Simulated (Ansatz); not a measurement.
# Cr (omega type): how the settings move a single-point run

Question: which choices in the input matter for Cr (omega type)?

Method: reference: DFT, PBE, norm-conserving pseudopotentials, Ansatz's default files, scalar-relativistic, in Ansatz 0.2.0.

1 further run of the same task is left out (it didn't finish).

## 1. The structure to begin with

The structure is hexagonal, space group P6/mmm (No. 191). The conventional cell has a = 4.233 Å, b = 4.233 Å, c = 2.291 Å, α = 90.00°, β = 90.00°, γ = 120.00°. Cr (site symmetry 6/mmm) is surrounded by 2 Cr at 2.29 Å. Cr (site symmetry -6m2) is surrounded by 5 Cr at 2.29 to 2.44 Å.

As a file:

```
CELL_PARAMETERS angstrom
4.23315 0.00000 0.00000
-2.11657 3.66601 0.00000
0.00000 0.00000 2.29109
ATOMIC_POSITIONS crystal
Cr 0.00000 0.00000 0.00000
Cr 0.33333 0.66667 0.50000
Cr 0.66667 0.33333 0.50000
```

## 2. Baseline

input.yaml reads:

```yaml
crystal:
  lattice:
    - [4.2331483111, 0.0, 0.0]
    - [-2.1165741556, 3.6660139754, 0.0]
    - [0.0, 0.0, 2.2910902838]
  atoms:
    - { symbol: Cr, position: [0.0, 0.0, 0.0], spin: 2.0 }
    - { symbol: Cr, position: [0.3333333333, 0.6666666667, 0.5], spin: 2.0 }
    - { symbol: Cr, position: [0.6666666667, 0.3333333333, 0.5], spin: 2.0 }
magnetization:
  spin_polarized: true
kpoints:
  mp_grid: { grid: [10, 10, 14] }
scf:
  occupations: { method: fermi_dirac, width: 0.1 }
hamiltonian:
  xc: pbe
  pseudopotentials: { kind: nc }
output:
  forces: true
  stress: true
  eigenvalues: true
```

Command:

```console
$ ansatz run input.yaml --threads 2 --pin off --max-ram 6144MiB --backend cpu --events-out ev --progress --plain --runs-dir out
```

## 3. Variant: mp_grid.grid [12, 12, 18], occupations.method cold, occupations.width 0.05, mixing.algorithm broyden, mixing.beta 0.3

Edit input.yaml of step 2 so:

```diff
@@ -12,5 +12,6 @@
 kpoints:
-  mp_grid: { grid: [10, 10, 14] }
+  mp_grid: { grid: [12, 12, 18] }
 scf:
-  occupations: { method: fermi_dirac, width: 0.1 }
+  occupations: { method: cold, width: 0.05 }
+  mixing: { algorithm: broyden, beta: 0.3 }
 hamiltonian:
```

## 4. Variant: xc rpbe

Edit input.yaml of step 2 so:

```diff
@@ -16,3 +16,3 @@
 hamiltonian:
-  xc: pbe
+  xc: rpbe
   pseudopotentials: { kind: nc }
```

Before running it: what results should come out? Wanted: for each run, ending; energy change; pressure; gap; abs. moment; force.

As calculated:

| run | ending | energy change | pressure (GPa) | gap (eV) | abs. moment (μB) | force (eV/Å) | cycles | time |
| --- | --- | --- | --- | --- | --- | --- | --- | --- |
| reference | converged | 0 | 0.1 | 0.00 | 0.00 | 0.00 | 24 | 19 s |
| 1: mp_grid.grid [12, 12, 18], occupations.method cold, occupations.width 0.05, mixing.algorithm broyden, mixing.beta 0.3 | converged | +3.8 meV/atom (σ→0) | -0.1 | - | 0.48 | 0.00 | 20 | 29 s |
| 2: xc rpbe | converged | not comparable | 5.4 | 0.00 | 0.00 | 0.00 | 26 | 21 s |

Residual by cycle in the longest SCF loop of each run; runs are numbered as in the table. The quantity is the density residual dr2, in eV.

| cycle | reference | run 1 | run 2 |
| --- | --- | --- | --- |
| 1 | 13.5 | 13.6 | 12.6 |
| 3 | 1.12 | 2.03 | 1.31 |
| 6 | 0.00122 | 0.00498 | 0.00124 |
| 8 | 8.1e-4 | 3.4e-4 | 7.8e-4 |
| 10 | 7.3 | 0.00927 | 1.2e-5 |
| 12 | 0.00179 | 0.0014 | 0.116 |
| 15 | 1.2e-5 | 7.9e-6 | 0.00113 |
| 17 | 2.5e-5 | 3.7e-7 | 5.4e-5 |
| 19 | 5.5e-5 | 7.5e-8 | 1.7e-5 |
| 21 | 2.8e-8 | - | 1.8e-5 |
| 24 | 1.9e-11 | - | 8.6e-9 |
| 26 | - | - | 6.3e-12 |

What this shows: «mp_grid.grid [12, 12, 18], occupations.method cold, occupations.width 0.05, mixing.algorithm broyden, mixing.beta 0.3» moves the energy by +3.8 meV/atom. The pressure spans -0.1 to 5.4 GPa over the reference and the converged variants.
